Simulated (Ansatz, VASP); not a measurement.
**GaP: VASP beside Ansatz**

```
CELL_PARAMETERS angstrom
0.00000 2.70696 2.70696
2.70696 0.00000 2.70696
2.70696 2.70696 0.00000
ATOMIC_POSITIONS crystal
Ga 0.00000 0.00000 0.00000
P 0.75000 0.75000 0.75000
```

Change from the starting cell: volume scaled by 0.98.

Alike in both runs: task single point; functional LDA; k mesh 8 × 8 × 8; occupations fermi-dirac, width 0.05 eV; no spin polarisation.

|  | VASP | Ansatz |
| --- | --- | --- |
| version | VASP 6.6.1 | Ansatz 0.2.0 |
| potentials or method | VASP PAW LDA potentials, release 64 (Ga_d, P), cutoff 520 eV | all-electron LAPW, scalar-relativistic |

VASP gave:

| Property | Result |
| --- | --- |
| gap on the k mesh at the Fermi level (eV) | 1.46 |
| least direct gap on the mesh (eV) | 1.80 |
| pressure (GPa) | -1.0 |

**Question.** Which values does Ansatz return?

**Answer.** gap on the k mesh at the Fermi level (eV): 1.46; least direct gap on the mesh (eV): 1.77; pressure (GPa): -1.1.

Ansatz ran all-electron here, so the differences hold the error of VASP's frozen core and of both bases.

A k mesh can miss the band edges.
